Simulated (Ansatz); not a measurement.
# Rhodium, diamond: HSE06 at the PBE geometry

Aim: see what exact exchange does to the levels, and what it costs. Spin polarisation is left out. The geometry was relaxed under PBE beforehand and is kept. Exact exchange is dear, so the k-mesh is coarse, and PBE is run on the same mesh for comparison.

Computed with Ansatz 0.2.0 (DFT, plane waves (420 eV) with PBE-made PAW files, scalar-relativistic; functionals as named at each step, unless a step says otherwise).

**1. The structure to begin with**

It takes space group Fd-3m (No. 227, cubic). Conventional cell: a = 5.517 Å, b = 5.517 Å, c = 5.517 Å, α = 90.00°, β = 90.00°, γ = 90.00°. Rh (site symmetry -43m) has 4 Rh at 2.39 Å as nearest neighbours.

As a file:

```xyz
2
Lattice="0.0000 2.7586 2.7586 2.7586 0.0000 2.7586 2.7586 2.7586 0.0000" Properties=species:S:1:pos:R:3 pbc="T T T"
Rh    0.6896    0.6896    0.6896
Rh    4.8275    4.8275    4.8275
```

**2. PBE on the coarse mesh**

The run with PBE.

input.yaml reads:

```yaml
crystal:
  lattice:
    - [0.0, 2.7585814729, 2.7585814729]
    - [2.7585814729, 0.0, 2.7585814729]
    - [2.7585814729, 2.7585814729, 0.0]
  atoms:
    - { symbol: Rh, position: [0.125, 0.125, 0.125] }
    - { symbol: Rh, position: [0.875, 0.875, 0.875] }
hamiltonian:
  xc: pbe
  pseudopotentials:
    kind: paw
    azcp:
      Rh: "pseudopotentials/Rh.paw.azcp"
basis:
  ecutwfc: 420
  fft_grid_basis: typed
kpoints:
  mp_grid: { grid: [5, 5, 5], shift: [0, 0, 0] }
magnetization:
  spin_polarized: false
scf:
  occupations: { method: fermi_dirac, width: 0.1 }
```

The run is started by

```
$ ansatz run input.yaml --threads 4 --pin off --max-ram 8192MiB --backend cpu --events-out ev --progress --plain --runs-dir out
```

Standard output, shortened:

```text
Warning: RAYON_NUM_THREADS=4 ignored (pool sized by the plan → 4); use --threads N
[...]
Pseudopotentials: kind: paw
Pseudopotential: Rh, paw, valence charge 17, recommended cutoff 420 eV (normal), <dir>
Functional definition: PBE
[...]
Crystal: 2 atoms, lattice volume = 41.984 Å³
Basis set: ecut = 420 eV, 869 PW (Γ)
Bands: 21, of which v1, the nominal top of the filled ones, is band 17 counted from 1 (16 counted from 0)
Symmetry: 48 space group operations
Space group: Fd-3m (ITA 227), of the structure as read, at distance tolerance 3.5e-5 Å
k-points: 10 of 125
[...]
SCF iter   1: F=—  HF=-12803.616700 eV  |F-HF|=—  |Δ(HF+E_count)|=         —  Δρ=1.04e-2  dr2=4.44e-2  ethr=1.77e-3  ⟨swp⟩=5.9  Hψ=900  notcnv=0
[...]
SCF iter   6: F=-12803.611645 eV  HF=-12803.611645 eV  |F-HF|=1.39e-8  |Δ(HF+E_count)|=   1.85e-7  Δρ=4.29e-6  dr2=6.83e-9  ethr=2.94e-10  ⟨swp⟩=2.8  Hψ=463  notcnv=0
[...]
SCF converged after 6 iterations
Free energy (F): -12803.611645 eV
[...]
E sigma→0 (E₀):  -12803.559990 eV
Entropy (-TS):   -0.103310 eV (-51.655 meV/atom)
Fermi energy:    13.273211 eV
[...]
```

It took 0.3 s on 4 threads of Arm Neoverse V1, shared host; peak memory 0.27 GiB.

**3. HSE06 on the coarse mesh**

The run with HSE06.

input.yaml, as its differences from that of step 2:

```diff
@@ -9,3 +9,3 @@
 hamiltonian:
-  xc: pbe
+  xc: hse06
   pseudopotentials:
```

The run is started by

```
$ ansatz run input.yaml --threads 4 --pin off --max-ram 8192MiB --backend cpu --events-out ev --progress --plain --runs-dir out
```

Standard output, shortened:

```text
Warning: RAYON_NUM_THREADS=4 ignored (pool sized by the plan → 4); use --threads N
[...]
[... 2 set-up lines as earlier in the session ...]
Functional definition: HSE06
[...]
Crystal: 2 atoms, lattice volume = 41.984 Å³
Basis set: ecut = 420 eV, 869 PW (Γ)
Bands: 21, of which v1, the nominal top of the filled ones, is band 17 counted from 1 (16 counted from 0)
[... 2 set-up lines as earlier in the session ...]
k-points: 10 of 125
[...]
SCF iter   1: F=—  HF=-12803.617747 eV  |F-HF|=—  |Δ(HF+E_count)|=         —  Δρ=8.70e-3  dr2=2.99e-2  ethr=1.77e-3  ⟨swp⟩=7.6  Hψ=840  notcnv=0
[...]
Frozen-core exchange: fock
[...]
SCF 2 stopped early in 7 iterations: F = -12806.910448 eV  dr2 = 2.06e-6
hybrid outer 1: dexx = +1.968e-2 eV, tail = 4.75e-5 eV
[...]
Frozen-core exchange: fock
[...]
hybrid SCF converged: 2 outer / 11 inner (+8 warm-up), last move |dexx| = 1.28e-6 eV, tail = 1.08e-7 eV
Stability not checked: this state was not tested for a lower state beside it, because the functional holds exact exchange (a hybrid, or Hartree-Fock), whose exchange loop this test does not read (fock_operator; see scf.lower_state_search)
Free energy (F): -12806.910444 eV
Frozen-core exchange: fock
[...]
E sigma→0 (E₀):  -12806.866579 eV
Entropy (-TS):   -0.087729 eV (-43.865 meV/atom)
Fermi energy:    13.052445 eV
[...]
--- Band table (eV; the first three rows and the last of 10) ---
  k-point 0: bands = ["-70.5238", "-70.1740", "-37.2252", "-37.2252", "-37.2252", "-36.5311", "-36.5311", "-36.5311", "6.8151", "7.8211", "7.8211", "8.3300", "8.3300", "8.3300", "11.2555", "11.2555", "11.2555", "13.1311", "13.1311", "26.2149"]
[...]
  guard bands above this table: 1 of the run's 21 bands, where the rule asks 2: the bands that hold charge and the lowest empty level above them stay in the table. The solve was not asked for them (output.publish_guard_bands: true or output.eigenvalues: true publishes all)
```

Run time: 4.2 s. Hardware: 4 threads of Arm Neoverse V1, shared host; peak memory 0.78 GiB.

**4. The functionals compared**

```tsv
functional	gap on the mesh	Fermi energy (eV)	SCF cycles	exchange loops	CPU time
PBE	none (levels filled in part)	13.273	6	-	0.73 s
HSE06	none (levels filled in part)	13.052	19	2	13 s
```

**5. Summary of results**

| quantity | value |
| --- | --- |
| PBE: gap | none (levels filled in part) |
| HSE06: gap | none (levels filled in part) |
| HSE06: SCF cycles, exchange loops | 19, 2 |
| HSE06: CPU time over that of PBE | 17 |
| HSE06: relative to fcc | +1259 meV/atom |

Both PBE and HSE06 leave levels filled in part. HSE06 cost 17 times the CPU time of PBE. The exchange operator of HSE06 was renewed in 2 outer loops. The dense-mesh value adds +1.3 meV/atom, the change that PBE shows between the coarse mesh and its own dense run (not shown). Under HSE06 it lies 1259 meV/atom above fcc (computed apart in the same way); on such meshes a few tens of meV are uncertain for metals. The total energies in the logs cannot be compared from one functional to another.
